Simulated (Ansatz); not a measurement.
# Sb: stress in a strained cell

Sb is deformed so: zz strain of -3 %. What stress and forces result, by LAPW, PAW and all-electron datasets made for the crystal?

Program: Ansatz 0.2.0. Level of theory: DFT PBE, scalar-relativistic. These are calculated values, not measurements.

## Step 1: The structure to begin with

The structure is trigonal, space group R-3m (No. 166). Conventional cell: a = 4.301 Å, b = 4.301 Å, c = 11.232 Å, α = 90.00°, β = 90.00°, γ = 120.00°. Sb (site symmetry 3m) has 3 Sb at 2.90 Å as nearest neighbours.

Coordinates:

```
Sb
1.0
     2.15060    1.24165    3.74400
    -2.15060    1.24165    3.74400
     0.00000   -2.48330    3.74400
Sb
2
Direct
  0.23364 0.23364 0.23364
  0.76636 0.76636 0.76636
```

Atoms are numbered in the order of the input: Sb1, Sb2.

## Step 2: After the deformation

Space group R-3m before, R-3m after.

## Step 3: Full-potential LAPW

input.yaml reads:

```yaml
crystal:
  lattice:
    - [2.150600332, 1.2416496806, 3.63168]
    - [-2.150600332, 1.2416496806, 3.63168]
    - [0.0, -2.4832993611, 3.63168]
  atoms:
    - { symbol: Sb, position: [0.23364, 0.23364, 0.23364] }
    - { symbol: Sb, position: [0.76636, 0.76636, 0.76636] }
kpoints:
  mp_grid: { grid: [9, 9, 9] }
  band_path:
    path:
      - [0.0, 0.0, 0.0]
      - [0.5, 0.5, 0.5]
      - [0.755405652, 0.244594348, 0.5]
      - [0.5, -0.244594348, 0.244594348]
      - [0.5, 0.0, 0.0]
      - [0.0, 0.0, 0.0]
      - [0.372297174, -0.372297174, 0.0]
      - [0.627702826, 0.0, 0.372297174]
      - [0.5, 0.0, 0.5]
    npoints: 5
scf:
  occupations: { method: fermi_dirac, width: 0.05 }
hamiltonian:
  xc: pbe
  pseudopotentials: { kind: all_electron, lapw: { basis_error: 0.0005 } }
output:
  forces: true
  stress: true
  eigenvalues: true
```

Started as:

```sh
$ ansatz run input.yaml --threads 1 --pin off --max-ram 3072MiB --backend cpu --events-out ev --progress --plain --runs-dir out
```

## Step 4: Frozen-core PAW

input.yaml reads:

```yaml
crystal:
  lattice:
    - [2.150600332, 1.2416496806, 3.63168]
    - [-2.150600332, 1.2416496806, 3.63168]
    - [0.0, -2.4832993611, 3.63168]
  atoms:
    - { symbol: Sb, position: [0.23364, 0.23364, 0.23364] }
    - { symbol: Sb, position: [0.76636, 0.76636, 0.76636] }
kpoints:
  mp_grid: { grid: [9, 9, 9] }
scf:
  occupations: { method: fermi_dirac, width: 0.05 }
hamiltonian:
  xc: pbe
  pseudopotentials: { kind: paw }
output:
  forces: true
  stress: true
  eigenvalues: true
  efg: { contact_densities: true }
  write_density: true
  write_potential: true
  elf: true
  volumetric_format: npy
```

## Step 5: Datasets made for this crystal

Changes to input.yaml since step 4:

```diff
@@ -14,3 +14,3 @@
   xc: pbe
-  pseudopotentials: { kind: paw }
+  pseudopotentials: { kind: all_electron, datasets: crystal }
 output:
@@ -20,5 +20 @@
   efg: { contact_densities: true }
-  write_density: true
-  write_potential: true
-  elf: true
-  volumetric_format: npy
```

(Steps that only read results are left out.)

Q: Predict the outcome of this session. Wanted: pressure; largest shear or deviatoric stress.

As calculated:

```
                                 quantity                                           value
                                 pressure  LAPW 4.95, PAW 4.95, crystal datasets 4.95 GPa
largest shear or deviatoric stress (LAPW)                                        0.24 GPa
```

The largest part of the stress beyond the pressure is 0.24 GPa in size, in the zz component; the atoms are carried along and not relaxed. No run of the undeformed cell stands beside it, so the pressure holds what the given cell had before the change. PAW: stress within 0.01 GPa of LAPW, forces within 1 meV/Å. Crystal datasets: stress within 0.01 GPa of LAPW, forces within 1 meV/Å. Spin-orbit coupling is left out, though the cell holds Sb; in elements this heavy it can shift bands and gaps by tenths of an eV.
